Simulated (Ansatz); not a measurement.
MnS under compression and expansion

```
Mn S
1.0
     0.00000    2.61225    2.61225
     2.61225    0.00000    2.61225
     2.61225    2.61225    0.00000
Mn S
1 1
Direct
  0.00000 0.00000 0.00000
  0.50000 0.50000 0.50000
```

The geometry is COD entry 9005930, unchecked; take it as a test cell.

Other magnetic orders may lie lower; this is the state that the run reached.

All numbers are computed: DFT, PBE, all-electron LAPW, scalar-relativistic (Ansatz 0.2.0); DFT, PBE, PAW with Ansatz's default frozen-core files, scalar-relativistic (Ansatz 0.2.0).

For LAPW: a Γ-centred 12×12×12 k mesh, Fermi–Dirac smearing of 0.05 eV, basis error target 0.5 meV/atom, spin-polarised from start moments Mn1 4 μB. PAW takes a cutoff of 420 eV at this cell. The Ansatz runs share mesh, smearing and spin set-up. Plane-wave (PAW) pressures include the program's estimate of the Pulay term.

The cell above is scaled evenly, with fractional coordinates and shape held.

```csv
V/V(cell),V (Å³/atom),"P, LAPW (GPa)","P, PAW (GPa)","moment, LAPW (μB)","free energy over the lowest listed, PAW (meV/atom)"
0.9405,16.765,-0.76,-0.80,4.53,0.0
0.9700,17.291,-2.18,-2.22,4.63,5.0
1.0000,17.826,-3.25,-3.28,4.74,14.2
1.0300,18.360,-4.57,-4.60,4.80,27.3
1.0600,18.895,-5.84,-5.86,4.85,44.8
```
